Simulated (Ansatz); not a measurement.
InSb: stiffness from a series of strains

```
CELL_PARAMETERS angstrom
0.00000 3.23910 3.23910
3.23910 0.00000 3.23910
3.23910 3.23910 0.00000
ATOMIC_POSITIONS crystal
In 0.00000 0.00000 0.00000
Sb 0.75000 0.75000 0.75000
```

Atom numbers follow the list: In1, Sb2.

The cell is COD entry 9008853, as deposited and not checked against the literature; nothing was relaxed.

Spin–orbit coupling is left out, though it moves levels of the heavy atoms by tenths of an eV or more.

All numbers below come from Ansatz 0.2.0, DFT, PBEsol, all-electron LAPW, scalar-relativistic.

Numerical set-up: a Γ-centred 9×9×9 k mesh, Fermi–Dirac smearing of 0.05 eV, basis error target 0.25 meV/atom, no spin polarisation.

The strain is applied along the Cartesian axes of the cell as listed (the other components stay zero). Fractional coordinates are held (clamped ions).

σ is the change of stress from the unstrained cell, which is at 0.86 GPa; tension is positive, so slopes are stress–strain coefficients at that pressure. In a metal the k mesh adds noise.

Only quantities that a quadratic follows smoothly over the whole series are listed; rougher ones are left out.

| εzz | σzz (GPa) | σxx (GPa) |
| --- | --- | --- |
| -0.0200 | -1.33 | -0.81 |
| 0.0000 | 0.00 | 0.00 |
| 0.0100 | 0.64 | 0.36 |
| 0.0200 | 1.27 | 0.70 |

**Question.** Fit the series and read off the stiffness at zero strain.

**Answer.** Least-squares fits y = p0 + p1 x + p2 x² to the rows give σzz (GPa): p1 = 65, p2 = -73; σxx (GPa): p1 = 37.7, p2 = -130. So C11 = 65 GPa and C12 = 38 GPa, which gives B = (C11 + 2 C12)/3 = 47 GPa.

**Question.** One run, at εzz = -0.0100, is withheld. Predict its row.

**Answer.** The fits give -0.66, -0.39; the run gave -0.66, -0.39.
